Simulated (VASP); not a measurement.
Input of a VASP 6.6.1 run:

File INCAR:

```
SYSTEM = CeO
PREC = Accurate
ENCUT = 520
EDIFF = 1E-6
ISMEAR = 0
SIGMA = 0.05
LREAL = .False.
LASPH = .True.
NELM = 100
ALGO = Normal
ISIF = 2
LWAVE = .False.
LCHARG = .True.
ISPIN = 2
MAGMOM = 0 0
LORBIT = 11
LMAXMIX = 6
LDAU = .True.
LDAUTYPE = 2
LDAUL = 3 -1
LDAUU = 2 0
LDAUJ = 0 0
LDAUPRINT = 1
GGA = PS
LELF = .True.
LVHAR = .True.
NBANDS = 20
```

The input KPOINTS:

```
Automatic mesh
0
Gamma
  7 7 7
  0 0 0
```

Contents of POSCAR:

```
CeO
1.0
    2.8880971600      0.0000000000      0.0000000000
    0.0000000000      2.8880971600      0.0000000000
    0.0000000000      0.0000000000      2.8880971600
Ce O
1 1
Direct
    0.0000000000      0.0000000000      0.0000000000
    0.5000000000      0.5000000000      0.5000000000
```

Potentials or basis: VASP PAW PBE potentials, release 64 (Ce, O).

Command:

```console
$ cat potpaw_PBE.64/Ce/POTCAR potpaw_PBE.64/O/POTCAR > POTCAR
$ mpirun -np 1 vasp_std > vasp.out
```

(1) Predict the pressure.

(2) Estimate the band gap on the k mesh.

(3) Predict the net moment.

Answers

(1) 34.9 GPa.

(2) none (metal or under the smearing width).

(3) 0.00 μB per cell.

Caveat: the magnetic or orbital state may not be the lowest; a pressure of tens of GPa on the cell as given is suspect, and the run, the potentials or the cell itself is likely at fault; the PAW data sets were made with another functional, which shifts forces and pressure a little; spin-orbit coupling is left out, which moves the levels of the heavy elements.
